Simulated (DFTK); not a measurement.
ZrS2:

```xyz
3
Lattice="3.6914 0.0000 0.0000 -1.8457 3.1968 0.0000 0.0000 0.0000 6.0411" Properties=species:S:1:pos:R:3 pbc="T T T"
Zr    0.0000    0.0000    0.0000
S     0.0000    2.1312    1.4372
S     1.8457    1.0656    4.6038
```

The cell is a database's computed one.

Base run:

- Program: DFTK 0.8.2
- Functional: PBE
- Potentials or basis: SG15 1.2 (PBE)
- Cutoff: 1225 eV
- k mesh: 6 × 6 × 4
- Occupations: fermi-dirac, width 0.05 eV
- Spin: no spin polarisation

Its results: band gap on the k mesh 1.07 eV, indirect (least direct gap 1.63 eV); pressure 0.6 GPa; largest force 0.055 eV/Å.

Problem. The run is repeated on the same cell with these changes: functional from PBE to PBEsol. What comes out?

Solution. Band gap on the k mesh 1.00 eV, indirect (least direct gap 1.58 eV); pressure -1.9 GPa; largest force 0.078 eV/Å.

PBEsol binds more tightly than PBE, so the same cell stands under less pressure.

Caveats: this functional lacks dispersion, which binds the layers, so the pressure and a relaxed spacing across them are unreliable; the potentials were made for another functional, which shifts forces and pressure (some runs).

A k mesh can miss the band edges.
